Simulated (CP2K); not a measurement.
CO2:

```
CELL_PARAMETERS angstrom
4.10897 0.00000 0.00000
0.31284 4.09704 0.00000
-2.21091 -2.04852 2.79269
ATOMIC_POSITIONS crystal
O 0.87500 0.95980 0.58480
O 0.37500 0.29020 0.41520
O 0.04020 0.62500 0.91520
O 0.70980 0.12500 0.08480
C 0.00000 0.00000 0.00000
C 0.75000 0.25000 0.50000
```

The cell comes from a database or a generator and needn't be the stable form of this composition.

Base run:

| Property | Result |
| --- | --- |
| Program | CP2K 2026.2 |
| Functional | LDA |
| Potentials or basis | POTENTIAL_UZH O GTH-PBE-q6, C GTH-PBE-q4; DZVP-MOLOPT-PBE-GTH basis |
| Density cutoff | 11565 eV |
| k mesh | 9 × 9 × 9 |
| Occupations | fermi-dirac, width 0.05 eV |
| Spin | no spin polarisation |

Its results: band gap on the k mesh 7.62 eV, indirect (least direct gap 7.98 eV); pressure -2.7 GPa; largest force 0.359 eV/Å.

Question: The run is repeated on the same cell with these changes: functional from LDA to PBEsol. What comes out?

Answer: Band gap on the k mesh 7.66 eV, indirect (least direct gap 8.02 eV); pressure 0.0 GPa; largest force 0.362 eV/Å.

PBEsol binds less tightly than LDA, so the same cell stands under more pressure.

Caveats: the potentials were made for another functional, which shifts forces and pressure; the basis of atomic orbitals isn't converged, which shifts pressures, moduli and gaps.
